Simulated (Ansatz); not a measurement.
**hcp against bcc along the 3d metals**

Theory: DFT, PBE, plane waves (420 eV) with PAW, scalar-relativistic in Ansatz.

Each structure is relaxed within its symmetry, in the lowest magnetic state of the tried starts. Differences under about 8 meV lie within the error of the k-point mesh.

Real chromium orders in an incommensurate spin-density wave, which this two-atom cell only mimics.

```json
{"element": "Sc", "E(hcp) − E(bcc) (meV/atom)": "-104", "V(hcp) (Å³/atom)": "24.73", "V(bcc) (Å³/atom)": "24.94", "state of hcp": "spin not included", "state of bcc": "spin not included"}
{"element": "Ti", "E(hcp) − E(bcc) (meV/atom)": "-111", "V(hcp) (Å³/atom)": "17.40", "V(bcc) (Å³/atom)": "17.26", "state of hcp": "non-magnetic", "state of bcc": "non-magnetic"}
{"element": "V", "E(hcp) − E(bcc) (meV/atom)": "255", "V(hcp) (Å³/atom)": "13.84", "V(bcc) (Å³/atom)": "13.48", "state of hcp": "non-magnetic", "state of bcc": "spin not included"}
{"element": "Cr", "E(hcp) − E(bcc) (meV/atom)": "420", "V(hcp) (Å³/atom)": "11.92", "V(bcc) (Å³/atom)": "11.76", "state of hcp": "non-magnetic", "state of bcc": "antiferromagnetic"}
{"element": "Mn", "E(hcp) − E(bcc) (meV/atom)": "-95", "V(hcp) (Å³/atom)": "10.74", "V(bcc) (Å³/atom)": "10.92", "state of hcp": "antiferromagnetic", "state of bcc": "ferromagnetic"}
{"element": "Fe", "E(hcp) − E(bcc) (meV/atom)": "78", "V(hcp) (Å³/atom)": "10.21", "V(bcc) (Å³/atom)": "11.36", "state of hcp": "spin not included", "state of bcc": "ferromagnetic"}
{"element": "Co", "E(hcp) − E(bcc) (meV/atom)": "-88", "V(hcp) (Å³/atom)": "10.84", "V(bcc) (Å³/atom)": "11.11", "state of hcp": "ferromagnetic", "state of bcc": "ferromagnetic"}
{"element": "Ni", "E(hcp) − E(bcc) (meV/atom)": "-72", "V(hcp) (Å³/atom)": "10.93", "V(bcc) (Å³/atom)": "10.98", "state of hcp": "ferromagnetic", "state of bcc": "ferromagnetic"}
{"element": "Cu", "E(hcp) − E(bcc) (meV/atom)": "-27", "V(hcp) (Å³/atom)": "11.98", "V(bcc) (Å³/atom)": "12.00", "state of hcp": "spin not included", "state of bcc": "spin not included"}
{"element": "Zn", "E(hcp) − E(bcc) (meV/atom)": "-85", "V(hcp) (Å³/atom)": "15.15", "V(bcc) (Å³/atom)": "15.35", "state of hcp": "spin not included", "state of bcc": "spin not included"}
```
